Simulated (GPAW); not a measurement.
Crystal: SnO.

```xyz
4
Lattice="3.8137 0.0000 0.0000 0.0000 3.8137 0.0000 0.0000 0.0000 4.8869" Properties=species:S:1:pos:R:3 pbc="T T T"
Sn    1.9068    0.0000    3.7367
Sn    0.0000    1.9068    1.1503
O     0.0000    0.0000    0.0000
O     1.9068    1.9068    0.0000
```

The cell is a database's computed one.

Base run:

| Item | Value |
| --- | --- |
| Program | GPAW 26.7.0 |
| Functional | PBE |
| Potentials or basis | GPAW PAW data sets (gpaw-data 1.2.1) |
| Cutoff | 600 eV |
| Basis | pw |
| k mesh | 6 × 6 × 5 |
| Occupations | fermi-dirac, width 0.05 eV |
| Spin | no spin polarisation |

Its results: band gap on the k mesh 0.15 eV, indirect (least direct gap 2.02 eV); pressure 0.3 GPa; largest force 0.322 eV/Å.

**Question.** After a change of settings the same cell gave: band gap on the k mesh 0.28 eV, indirect (least direct gap 2.36 eV); pressure -0.6 GPa; largest force 0.099 eV/Å. Which change was it?
A. functional from PBE to LDA; potentials or basis from GPAW PAW data sets (gpaw-data 1.2.1) to the program's PAW data sets (release 1.2.1) made for this functional; cutoff from 600 eV to 800 eV
B. functional from PBE to LDA; potentials or basis from GPAW PAW data sets (gpaw-data 1.2.1) to the program's PAW data sets (release 1.2.1) made for this functional
C. functional from PBE to r2SCAN; cutoff from 600 eV to 800 eV

**Answer.** C.

r2SCAN gives the wider gap, since meta-GGAs in the generalised Kohn-Sham scheme recover part of the derivative discontinuity.

Caveats: spin-orbit coupling is left out, which moves the levels of the heavy elements; the cutoff is short for stress and forces, so pressures can be off by a GPa or more (some runs); an odd mesh through Γ misses points on the zone boundary, where band edges often lie (some runs); the PAW data sets were made with another functional, which shifts forces and pressure a little (some runs).

Not every run made on this cell is shown here.
